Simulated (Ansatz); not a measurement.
Space group Fm-3m (No. 225). a = 4.017 Å, b = 4.017 Å, c = 4.017 Å, α = 90.00°, β = 90.00°, γ = 90.00°
| atom | site | symmetry | x | y | z |
| --- | --- | --- | --- | --- | --- |
| W | 4a | m-3m | 0.0000 | 0.0000 | 0.0000 |

Equation of state of this W structure (not necessarily the ground state), with shape and atoms relaxed at each volume where symmetry leaves them free. It has no gap at any of these volumes. Level of theory: DFT r2SCAN, scalar-relativistic, plane waves, PAW in Ansatz.

Cutoff 500 eV; k points 18×18×18 on the computed 1-atom cell (Γ-centred); Gaussian smearing, width 0.10 eV; no spin polarisation.

```csv
V (Å³/atom),E − E(largest V) (meV/atom),P (GPa)
15.234,10.50,20.94
15.721,-35.90,9.80
16.207,-50.57,0.00
16.693,-37.28,-8.48
17.179,0.00,-15.69
```

Task: Fit a third-order Birch–Murnaghan equation to E(V).

Result: V0 = 16.21 Å³/atom, B0 = 304 GPa, B0' = 3.6.

Spin-orbit coupling is left out, which matters for the bands of heavy elements.

This fcc form isn't the element's structure at ambient conditions.